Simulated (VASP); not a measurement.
A run of VASP 6.6.1:

INCAR

```
  PREC = Accurate
  ENCUT = 520
  EDIFF = 1E-7
  ISMEAR = 0
  SIGMA = 0.05
  LREAL = False
  LASPH = True
  NELM = 100
  ALGO = Fast
  ISIF = 2
  LWAVE = False
  LCHARG = False
  LDIPOL = True
  IDIPOL = 3
  DIPOL = 0.5 0.5 0.500
  GGA = PE
  IVDW = 2
  IBRION = 2
  NSW = 60
  EDIFFG = -0.02
```

File KPOINTS:

```
regular mesh
0
Gamma
  8 8 1
```

The input POSCAR:

```
Na
1.0
    3.7003831212      0.0000000000      0.0000000000
   -1.8501915606      3.2046257867      0.0000000000
    0.0000000000      0.0000000000     40.0746430800
Na
9
Selective dynamics
Direct
    0.3333333300      0.6666666600      0.1871507623  F F F
    0.0000000000      0.0000000000      0.2653630717  F F F
    0.6666666700      0.3333333400      0.3435753811  F F F
    0.0000000000      0.0000000000      0.4217876906  F F F
    0.3333333300      0.6666666600      0.5000000000  T T T
    0.0000000000      0.0000000000      0.5782123094  T T T
    0.6666666700      0.3333333400      0.6564246189  T T T
    0.0000000000      0.0000000000      0.7346369283  T T T
    0.3333333300      0.6666666600      0.8128492377  T T T
```

Potentials or basis: VASP PAW PBE potentials, release 64 (Na_pv).

Run with:

```bash
$ cat potpaw_PBE.64/Na_pv/POTCAR > POTCAR
$ mpirun -np 1 vasp_std > vasp.out
```

Hardware: 1 thread of Intel(R) Xeon(R) Platinum 8488C (Sapphire Rapids) (shared host).

**Question.** How long does it take, and how much memory?

**Answer.** It took 4.1 min on 1 thread of Intel(R) Xeon(R) Platinum 8488C (Sapphire Rapids) (shared host), peak memory 0.54 GiB. Counts: scf iterations 25, k points 10, ion steps 1.
